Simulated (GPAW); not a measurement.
# Does Co1 on W4 110 carry moments in GPAW?

Aim: find out whether Co1 on W4 110 carries moments when they start parallel, and what they gain.

Method: PBE; plane waves with GPAW's PAW setups, scalar-relativistic, in GPAW 26.7.0.

**1. The structure**

The cell holds 5 atoms: 4 W and 1 Co. Its edges and angles: a = 2.741 Å, b = 2.741 Å, c = 20.615 Å, α = 90.0°, β = 90.0°, γ = 109.5°. ideal sites on the substrate's mesh, layer spacings from atomic volumes, unrelaxed, 12 A of vacuum. Vacuum lies along c.

As a file:

```
W Co
1.0
     1.58250   -2.23799    0.00000
     1.58250    2.23799    0.00000
     0.00000    0.00000   20.61540
W Co
4 1
Direct
  0.00000 0.00000 0.29104
  0.50000 0.50000 0.39959
  0.00000 0.00000 0.50813
  0.50000 0.50000 0.61668
  0.00000 0.00000 0.70896
```

**2. Run 1 (ferro +)**

The parallel start comes first: it fits the smallest cell, keeps the most symmetry and shows whether parallel moments form.

order1.py reads:

```python
import json
import numpy as np
from ase import Atoms
from ase.parallel import paropen, parprint
from gpaw import GPAW

atoms = Atoms(['W', 'W', 'W', 'W', 'Co'],
    cell=[[1.5825, -2.237993, 0.0],
         [1.5825, 2.237993, 0.0],
         [0.0, 0.0, 20.615398]],
    scaled_positions=[[0.0, 0.0, 0.291045],
         [0.5, 0.5, 0.399588],
         [0.0, 0.0, 0.508132],
         [0.5, 0.5, 0.616676],
         [0.0, 0.0, 0.708955]],
    pbc=True,
    magmoms=[0.0, 0.0, 0.0, 0.0, 1.8])
atoms.calc = GPAW(mode={'name': 'pw', 'ecut': 450},
    xc='PBE',
    kpts={'size': (18, 18, 1), 'gamma': True},
    occupations={'name': 'fermi-dirac', 'width': 0.05},
    convergence={'density': 1e-05, 'energy': 1e-05},
    maxiter=200,
    mixer={'name': 'pulay', 'beta': 0.03, 'nmaxold': 8, 'weight': 100},
    symmetry={'tolerance': 1e-4},
    txt='order1.txt')
e = atoms.get_potential_energy(force_consistent=True)
res = {'free_energy': e, 'energy_sigma0': atoms.get_potential_energy(), 'fermi_energy': atoms.calc.get_fermi_level()}
res['moments'] = atoms.get_magnetic_moments().tolist()
res['total'] = atoms.get_magnetic_moment()
parprint('site moments (muB):', np.round(res['moments'], 3))
parprint(f"total moment: {res['total']:.3f} muB")
parprint(f'free energy: {e:.6f} eV')
atoms.calc.write('order1.gpw')
with paropen('results.json', 'w') as f:
    json.dump(res, f)
```

Launch:

```
$ OMP_NUM_THREADS=1 mpirun -n 4 gpaw python order1.py > order1.log
```

Numbers of over 12 decimals in the logs are rounded to 6 here.

The log of the run:

```text
site moments (muB): [-1.000e-03  0.000e+00 -1.300e-02 -3.100e-02  1.295e+00]
total moment: 1.230 muB
free energy: -51.586503 eV

--- order1.txt ---
Input parameters:
  mode=PW(ecut=450),
  convergence={'density': 1e-05, 'energy': 1e-05},
  kpts=MonkhorstPack(size=(18, 18, 1), gamma=True),
  maxiter=200,
  mixer=Pulay(name='pulay', nmaxold=8, beta=0.03, weight=100, sigma=0.015, g_ss=None),
  occupations=Occupations(name='fermi-dirac', width=0.05),
  symmetry=Symmetry(tolerance=0.0001),
  xc=XC(name='PBE')

Diagonalizing LCAO Hamiltonian
Converting LCAO to pw mode

       Co

           W

       W

           W

       W

Atoms  # Å, Bohr magnetons
|   | symbol |        x |        y |         z |    initial magnetic moments |
|---|--------|----------|----------|-----------|-----------------------------|
| 0 |      W | 0.000000 | 0.000000 |  6.000009 | ( 0.0000,  0.0000,  0.0000) |
| 1 |      W | 1.582500 | 0.000000 |  8.237666 | ( 0.0000,  0.0000,  0.0000) |
| 2 |      W | 0.000000 | 0.000000 | 10.475343 | ( 0.0000,  0.0000,  0.0000) |
| 3 |      W | 1.582500 | 0.000000 | 12.713021 | ( 0.0000,  0.0000,  0.0000) |
| 4 |     Co | 0.000000 | 0.000000 | 14.615389 | ( 0.0000,  0.0000,  1.8000) |

Unit cell  # Å
| periodic |        x |         y |         z |   lengths |     angles |
|----------|----------|-----------|-----------|-----------|------------|
|      yes | 1.582500 | -2.237993 |  0.000000 |  2.740970 |  90.000000 |
|      yes | 1.582500 |  2.237993 |  0.000000 |  2.740970 |  90.000000 |
|      yes | 0.000000 |  0.000000 | 20.615398 | 20.615398 | 109.471222 |

Number of symmetries: 4

BZ-sampling:
  Number of BZ points: 324
  Number of IBZ points: 91

  Monkhorst-Pack size: [18, 18, 1]
  Monkhorst-Pack shift: [0.027778, 0.027778, 0.0]

K-points  # in reciprocal-cell coordinates
|     |                                coordinates |     weight |
|-----|--------------------------------------------|------------|
|   0 | ( -0.00000000,  -0.00000000,   0.00000000) | 0.00308642 |
|   1 | (  0.05555556,  -0.05555556,   0.00000000) | 0.00617284 |
|   2 | (  0.05555556,  -0.00000000,   0.00000000) | 0.01234568 |
|   3 | (  0.05555556,   0.05555556,   0.00000000) | 0.00617284 |
|   4 | (  0.11111111,  -0.11111111,   0.00000000) | 0.00617284 |
|   5 | (  0.11111111,  -0.05555556,   0.00000000) | 0.01234568 |
|   6 | (  0.11111111,  -0.00000000,   0.00000000) | 0.01234568 |
|   7 | (  0.11111111,   0.05555556,   0.00000000) | 0.01234568 |
|   8 | (  0.11111111,   0.11111111,   0.00000000) | 0.00617284 |
|   9 | (  0.16666667,  -0.16666667,   0.00000000) | 0.00617284 |
| ... |                                            |            |
|  90 | (  0.50000000,   0.50000000,   0.00000000) | 0.00308642 |

Plane wave coefficients: 3206
Cutoff: 450.000000 eV

Spin-components: 2 (collinear spins)
Bands:           45
Projectors:      30
Spin-degeneracy: 1
Datatype:        complex128

Parallelization:
  kpt:    4
  domain: 1
  band:   1

Density:
  Valence electrons: 65.0
  Components: 2
  Grid points: [ 14  14 105]
  Charge: 0.0  # |e|

Potential:
  Grid points: [ 14  14 105]

species:
  W:
    name:    Tungsten
    Z:       74.0
    valence: 14
    core:    60
    charge:  0.0  # [|e|]
    compensation charges:
      type: gauss
      rc: 0.40  # [Å]
      lmax: 2
    cutoffs:
      filter: 2.36  # [Å]
      core: 3.02  # [Å]
    projectors
    | kind |    occ | energy [eV] | rcut [Å] |
    |------|--------|-------------|----------|
    |   5s |  2.000 |     -78.830 |    1.344 |
    |   6s |  2.000 |      -5.697 |    1.344 |
    |   5p |  6.000 |     -43.233 |    1.355 |
    |   6p |  0.000 |      -1.367 |    1.355 |
    |   5d |  4.000 |      -4.494 |    1.228 |
    |    d |        |      22.717 |    1.228 |

    Using partial waves for W as LCAO basis

  Co:
    name:    Cobalt
    Z:       27.0
    valence: 9
    core:    18
    charge:  0.0  # [|e|]
    compensation charges:
      type: gauss
      rc: 0.32  # [Å]
      lmax: 2
    cutoffs:
      filter: 1.87  # [Å]
      core: 2.55  # [Å]
    projectors
    | kind |    occ | energy [eV] | rcut [Å] |
    |------|--------|-------------|----------|
    |   4s |  2.000 |      -5.469 |    1.005 |
    |   4p |  0.000 |      -1.277 |    1.058 |
    |   3d |  7.000 |      -8.205 |    1.005 |
    |    s |        |      21.742 |    1.005 |
    |    p |        |      25.934 |    1.058 |
    |    d |        |      19.007 |    1.005 |

    Using partial waves for Co as LCAO basis

Reference energy: -1792989.396526  # eV

eigensolver:
  PPCG
  Converge bands: occupied
  niter=2

density mixing:
  Pulay-Mixer
  Linear mixing parameters: 0.03
  Old densities: 8
  Fourier metric: weight=100, sigma=0.015

occupation numbers:
  Fermi-Dirac:
    width: 0.0500  # eV

poisson solver:
  ecut: 3600.000000  # eV

xc functional:
  name: PBE with 2 nearest neighbor stencil

convergence criteria:
- Maximum integral of absolute [dens]ity change: 1e-05 electrons / valence electron
- Maximum [total energy] change in last 3 cyles: 1e-05 eV / valence electron
- Maximum integral of absolute [eigenst]ate change: 4e-08 eV^2 / valence electron
maximum number of iterations: 200

SCF iterations
|iter     |      energy | eigst |  dens |  magmom |
|---------|-------------|-------|-------|---------|
|iter:   1|       0s |  -54.327541 | +0.11 |       |  +1.8023|
|iter:   2|      10s |  -56.223766 | -1.27 | -0.95 |  +1.7681|
|iter:   3|      20s |  -52.937998 | -1.78 | -0.92 |  +1.7758|
|iter:   4|      30s |  -52.592946 | -2.53 | -1.06 |  +1.7470|
|iter:   5|      40s |  -52.173167 | -2.04 | -1.14 |  +1.6927|
|iter:   6|      50s |  -51.894342 | -1.55 | -1.26 |  +1.6017|
|iter:   7|      60s |  -51.649042 | -2.31 | -1.28 |  +1.5629|
|iter:   8|      70s |  -51.618049 | -3.18 | -1.48 |  +1.5518|
|iter:   9|      80s |  -51.550107 | -1.96 | -1.51 |  +1.4425|
|iter:  10|      90s |  -51.529298 | -2.62 | -1.78 |  +1.4414|
[... 35 iterations left out ...]
|iter:  46|     434s |  -51.566750c| -7.61c| -4.48 |  +1.2303|
|iter:  47|     439s |  -51.566746c| -7.90c| -4.51 |  +1.2302|
|iter:  48|     444s |  -51.566743c| -8.33c| -4.62 |  +1.2302|
|iter:  49|     449s |  -51.566730c| -7.50c| -4.69 |  +1.2302|
|iter:  50|     453s |  -51.566724c| -7.91c| -4.86 |  +1.2302|
|iter:  51|     458s |  -51.566725c| -8.36c| -4.95 |  +1.2301|
|iter:  52|     463s |  -51.566725c| -8.92c| -4.96 |  +1.2300|
|iter:  53|     468s |  -51.566728c| -8.76c| -4.98 |  +1.2298|
|iter:  54|     472s |  -51.566726c| -8.77c| -4.99 |  +1.2297|
|iter:  55|     477s |  -51.566723c| -8.28c| -5.06c|  +1.2295|

Converged in 55 steps
Energy contributions relative to reference atoms: (reference = -1792989.396526)

Energy contributions:
  Kinetic:          22.275440
  Coulomb:         -28.763054
  Zero:              0.179804
  External:          0.000000
  Xc:              -45.239133
  Entropy:          -0.039560
  Spinorbit:         0.000000
  ----------------------------
  Free energy:     -51.586503
  Extrapolated:    -51.566723

dipole moment: (-32.109940, -0.000000, 0.055658)  # |e|*Ang

Total magnetic moment: (0.000000, 0.000000, 1.229541)

Local magnetic moments
|        x |        y |         z |
|----------|----------|-----------|
| 0.000000 | 0.000000 | -0.001427 |  # W    0
| 0.000000 | 0.000000 |  0.000488 |  # W    1
| 0.000000 | 0.000000 | -0.013361 |  # W    2
| 0.000000 | 0.000000 | -0.030658 |  # W    3
| 0.000000 | 0.000000 |  1.295215 |  # Co   4

Fermi level: 4.979
Eigenvalues  # (at kpt = [-0.000, -0.000, 0.000])
| band index |      eig [eV] | occ [0-1] |      eig [eV] | occ [0-1] |
|------------|---------------|-----------|---------------|-----------|
|          0 |       -68.990 |     1.000 |       -68.991 |     1.000 |
|        ... |               |           |               |           |
|         26 |         3.164 |     1.000 |         3.567 |     1.000 |
|         27 |         3.213 |     1.000 |         3.660 |     1.000 |
|         28 |         3.521 |     1.000 |         3.749 |     1.000 |
|         29 |         3.622 |     1.000 |         4.068 |     1.000 |
|         30 |         3.674 |     1.000 |         4.293 |     1.000 |
|         31 |         3.848 |     1.000 |         4.553 |     1.000 |
|         32 |         4.096 |     1.000 |         4.939 |     0.690 |
|         33 |         4.449 |     1.000 |         4.973 |     0.528 |
|         34 |         5.085 |     0.107 |         5.324 |     0.001 |
|         35 |         5.996 |     0.000 |         6.042 |     0.000 |
|         36 |         6.044 |     0.000 |         6.145 |     0.000 |
|         37 |         6.712 |     0.000 |         6.741 |     0.000 |
|         38 |         6.913 |     0.000 |         6.938 |     0.000 |
|         39 |         7.064 |     0.000 |         7.134 |     0.000 |
|         40 |         7.281 |     0.000 |         7.271 |     0.000 |
|         41 |         7.301 |     0.000 |         7.312 |     0.000 |
|        ... |               |           |               |           |
|         44 |         8.127 |     0.000 |         8.169 |     0.000 |

No gap
No difference between direct/indirect transitions
```

Run time: 8.2 min. Hardware: 4 MPI ranks of Arm Neoverse V1, shared host; peak memory 1.3 GiB.

Spin moment in the augmentation sphere by atom:

```tsv
atom	spin moment in the augmentation sphere (μB)
W1	0.00
W2	0.00
W3	-0.01
W4	-0.03
Co5	1.30
```

Numbers from this step:

| Property | Result |
| --- | --- |
| magnetization | 1.230 μB |
| final state | ferromagnetic |

After 55 cycles the largest moment stands at 1.30 μB.

**3. Start 2: no spin polarisation**

This run holds no moments, which gives a state to set the others against.

nospin.py is the script of step 2 with these lines changed:

```diff
@@ -15,4 +15,3 @@
          [0.0, 0.0, 0.708955]],
-    pbc=True,
-    magmoms=[0.0, 0.0, 0.0, 0.0, 1.8])
+    pbc=True)
 atoms.calc = GPAW(mode={'name': 'pw', 'ecut': 450},
@@ -25,11 +24,7 @@
     symmetry={'tolerance': 1e-4},
-    txt='order1.txt')
+    txt='nospin.txt')
 e = atoms.get_potential_energy(force_consistent=True)
 res = {'free_energy': e, 'energy_sigma0': atoms.get_potential_energy(), 'fermi_energy': atoms.calc.get_fermi_level()}
-res['moments'] = atoms.get_magnetic_moments().tolist()
-res['total'] = atoms.get_magnetic_moment()
-parprint('site moments (muB):', np.round(res['moments'], 3))
-parprint(f"total moment: {res['total']:.3f} muB")
 parprint(f'free energy: {e:.6f} eV')
-atoms.calc.write('order1.gpw')
+atoms.calc.write('nospin.gpw')
 with paropen('results.json', 'w') as f:
```

Launch:

```
$ OMP_NUM_THREADS=1 mpirun -n 4 gpaw python nospin.py > nospin.log
```

The log of the run:

```text
free energy: -51.509229 eV

--- nospin.txt ---
Input parameters:
  mode=PW(ecut=450),
  convergence={'density': 1e-05, 'energy': 1e-05},
  kpts=MonkhorstPack(size=(18, 18, 1), gamma=True),
  maxiter=200,
  mixer=Pulay(name='pulay', nmaxold=8, beta=0.03, weight=100, sigma=0.015, g_ss=None),
  occupations=Occupations(name='fermi-dirac', width=0.05),
  symmetry=Symmetry(tolerance=0.0001),
  xc=XC(name='PBE')

Diagonalizing LCAO Hamiltonian
Converting LCAO to pw mode

       Co

           W

       W

           W

       W

Atoms  # Å, Bohr magnetons
|   | symbol |        x |        y |         z |    initial magnetic moments |
|---|--------|----------|----------|-----------|-----------------------------|
| 0 |      W | 0.000000 | 0.000000 |  6.000009 | ( 0.0000,  0.0000,  0.0000) |
| 1 |      W | 1.582500 | 0.000000 |  8.237666 | ( 0.0000,  0.0000,  0.0000) |
| 2 |      W | 0.000000 | 0.000000 | 10.475343 | ( 0.0000,  0.0000,  0.0000) |
| 3 |      W | 1.582500 | 0.000000 | 12.713021 | ( 0.0000,  0.0000,  0.0000) |
| 4 |     Co | 0.000000 | 0.000000 | 14.615389 | ( 0.0000,  0.0000,  0.0000) |

Unit cell  # Å
| periodic |        x |         y |         z |   lengths |     angles |
|----------|----------|-----------|-----------|-----------|------------|
|      yes | 1.582500 | -2.237993 |  0.000000 |  2.740970 |  90.000000 |
|      yes | 1.582500 |  2.237993 |  0.000000 |  2.740970 |  90.000000 |
|      yes | 0.000000 |  0.000000 | 20.615398 | 20.615398 | 109.471222 |

Number of symmetries: 4

BZ-sampling:
  Number of BZ points: 324
  Number of IBZ points: 91

  Monkhorst-Pack size: [18, 18, 1]
  Monkhorst-Pack shift: [0.027778, 0.027778, 0.0]

Plane wave coefficients: 3206
Cutoff: 450.000000 eV

Spin-components: 1 (collinear spins)
Bands:           43
Projectors:      30
Spin-degeneracy: 2
Datatype:        complex128

Parallelization:
  kpt:    4
  domain: 1
  band:   1

Density:
  Valence electrons: 65.0
  Components: 1
  Grid points: [ 14  14 105]
  Charge: 0.0  # |e|

Potential:
  Grid points: [ 14  14 105]

[... setups left out ...]
Reference energy: -1792989.396526  # eV

eigensolver:
  PPCG
  Converge bands: occupied
  niter=2

density mixing:
  Pulay-Mixer
  Linear mixing parameters: 0.03
  Old densities: 8
  Fourier metric: weight=100, sigma=0.015

occupation numbers:
  Fermi-Dirac:
    width: 0.0500  # eV

poisson solver:
  ecut: 3600.000000  # eV

xc functional:
  name: PBE with 2 nearest neighbor stencil

convergence criteria:
- Maximum integral of absolute [dens]ity change: 1e-05 electrons / valence electron
- Maximum [total energy] change in last 3 cyles: 1e-05 eV / valence electron
- Maximum integral of absolute [eigenst]ate change: 4e-08 eV^2 / valence electron
maximum number of iterations: 200

SCF iterations
|iter     |      energy | eigst |  dens |
|---------|-------------|-------|-------|
|iter:   1|       0s |  -54.854074 | +0.10 |       |
|iter:   2|       5s |  -55.886053 | -1.12 | -1.03 |
|iter:   3|      10s |  -53.299513 | -1.54 | -0.97 |
|iter:   4|      15s |  -52.947817 | -2.60 | -1.12 |
|iter:   5|      20s |  -52.228033 | -1.58 | -1.16 |
|iter:   6|      25s |  -53.365124 | -1.31 | -1.29 |
|iter:   7|      30s |  -51.639818 | -1.31 | -1.19 |
|iter:   8|      35s |  -51.727958 | -2.06 | -1.54 |
|iter:   9|      40s |  -51.584100 | -2.78 | -1.46 |
|iter:  10|      45s |  -51.558156 | -1.96 | -1.59 |
[... 16 iterations left out ...]
|iter:  27|     129s |  -51.489142c| -6.66 | -3.95 |
|iter:  28|     134s |  -51.489144c| -7.35 | -4.09 |
|iter:  29|     139s |  -51.489148c| -7.61c| -4.19 |
|iter:  30|     143s |  -51.489148c| -7.58c| -4.26 |
|iter:  31|     146s |  -51.489148c| -7.94c| -4.39 |
|iter:  32|     151s |  -51.489146c| -7.62c| -4.42 |
|iter:  33|     155s |  -51.489146c| -7.96c| -4.57 |
|iter:  34|     158s |  -51.489146c| -8.22c| -4.74 |
|iter:  35|     160s |  -51.489147c| -8.19c| -4.87 |
|iter:  36|     162s |  -51.489147c| -8.35c| -5.12c|

Converged in 36 steps
Energy contributions relative to reference atoms: (reference = -1792989.396526)

Energy contributions:
  Kinetic:          20.267088
  Coulomb:         -27.156765
  Zero:              0.182983
  External:          0.000000
  Xc:              -44.762371
  Entropy:          -0.040163
  Spinorbit:         0.000000
  ----------------------------
  Free energy:     -51.509229
  Extrapolated:    -51.489147

dipole moment: (-32.099182, -0.000000, 0.053869)  # |e|*Ang

Fermi level: 4.968
Eigenvalues  # (at kpt = [-0.000, -0.000, 0.000])
| band index |      eig [eV] | occ [0-2] |
|------------|---------------|-----------|
|          0 |       -69.016 |     2.000 |
|        ... |               |           |
|         26 |         3.547 |     2.000 |
|         27 |         3.641 |     2.000 |
|         28 |         3.688 |     2.000 |
|         29 |         3.886 |     2.000 |
|         30 |         3.894 |     2.000 |
|         31 |         4.527 |     2.000 |
|         32 |         4.660 |     1.996 |
|         33 |         4.732 |     1.982 |
|         34 |         5.136 |     0.067 |
|         35 |         6.067 |     0.000 |
|         36 |         6.113 |     0.000 |
|         37 |         6.712 |     0.000 |
|         38 |         6.921 |     0.000 |
|         39 |         7.069 |     0.000 |
|         40 |         7.259 |     0.000 |
|         41 |         7.294 |     0.000 |
|         42 |         7.429 |     0.000 |

No gap
No difference between direct/indirect transitions
```

Wall time 2.9 min (4 MPI ranks); peak memory 0.99 GiB; 11 min of CPU time.

Numbers from this step:

```
final state : non-magnetic (no spin polarisation)
```

It lies 77.3 meV a seeded atom over the first start.

**4. Energies of the orders**

These are free energies at a smearing of 0.05 eV, so its entropy term is in the differences. They are divided by the number of seeded atoms, so that cells of unlike size compare.

Orders:

```tsv
start	final state	typed order kept	energy over the lowest (meV a seeded atom)	largest site moment (μB)	net moment (μB a primitive cell)	mesh matched	CPU time (s)
ferro +	ferromagnetic	yes	0	1.295	1.23	yes	1976
no spin polarisation	non-magnetic	-	77.27	0	0	yes	688.9
```

**5. Results**

* lower run: with moments
* largest site moment: 1.30 μB
* energy gained by spin polarisation: 77.3 meV a seeded atom

In words: The crystal holds moments, up to 1.30 μB, and gains 77.3 meV a seeded atom by them. No antiferromagnetic order was tried, so the session says nothing on how the moments order.

[Logs and program files are shortened in this print: banners, set-up blocks, solver, clock and traceback lines can be left out without a mark of their own.]

[Logs are printed without paths, hosts, clocks, repeated set-up lines and the standing remarks that a program may print on its own settings, such as how far it seeks lower states.]

[Hosts, paths, dates, database ids (printed as entryN), source tags and the programs' standing remarks are cut or masked in the printed files.]

[Where a cell is said to come from a database of computed structures, the database is the Materials Project.]
